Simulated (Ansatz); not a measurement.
**Random displacements in AlN**

Computed with DFT r2SCAN, scalar-relativistic, plane waves, PAW (Ansatz 0.2.0). The runs took a 500 eV cutoff, a Γ-centred 12×12×6 mesh and Gaussian smearing (0.05 eV). No spin polarisation. Energies are free energies at this smearing, counted from the undisturbed cell; pressure is positive in compression.

Zero of the scan (relaxed at this level):

```yaml
crystal:
  lattice:
    - [3.10667, 0.00000, 0.00000]
    - [-1.55333, 2.69045, 0.00000]
    - [0.00000, 0.00000, 4.97840]
  atoms:
    - { symbol: Al, position: [0.33333, 0.66667, 0.00169] }
    - { symbol: Al, position: [0.66667, 0.33333, 0.50169] }
    - { symbol: N, position: [0.33333, 0.66667, 0.38331] }
    - { symbol: N, position: [0.66667, 0.33333, 0.88331] }
```

After a displacement of all atoms with no net shift and a strain of the cell, the run gives ΔE = 214.6 meV/atom; stress (xx, yy, zz, yz, xz, xy; compression positive) (-7.96, 2.98, 25.25, 1.35, 0.25, -1.44) GPa; gap on the mesh 3.78 eV.

| atom | Fx (eV/Å) | Fy | Fz |
| --- | --- | --- | --- |
| Al1 | 0.119 | -0.621 | 1.447 |
| Al2 | 1.051 | 0.993 | -6.029 |
| N3 | -1.413 | -1.041 | 0.581 |
| N4 | 0.244 | 0.669 | 4.001 |

Q: Which displacements (Å, in the unstrained cell) and strain were applied?

A:
```tsv
atom	ux	uy	uz
Al1	-0.03	0.02	-0.04
Al2	-0.07	-0.07	0.14
N3	0.16	0.07	-0.04
N4	-0.05	-0.02	-0.06
```
Strain (Voigt, engineering shear): (0.0107, 0.0020, -0.0115, -0.0044, 0.0078, -0.0199).

Cost: 1 run of about 2 core-minutes, on Intel Xeon Processor @ 2.50GHz (Skylake/Cascade Lake) (shared hosts).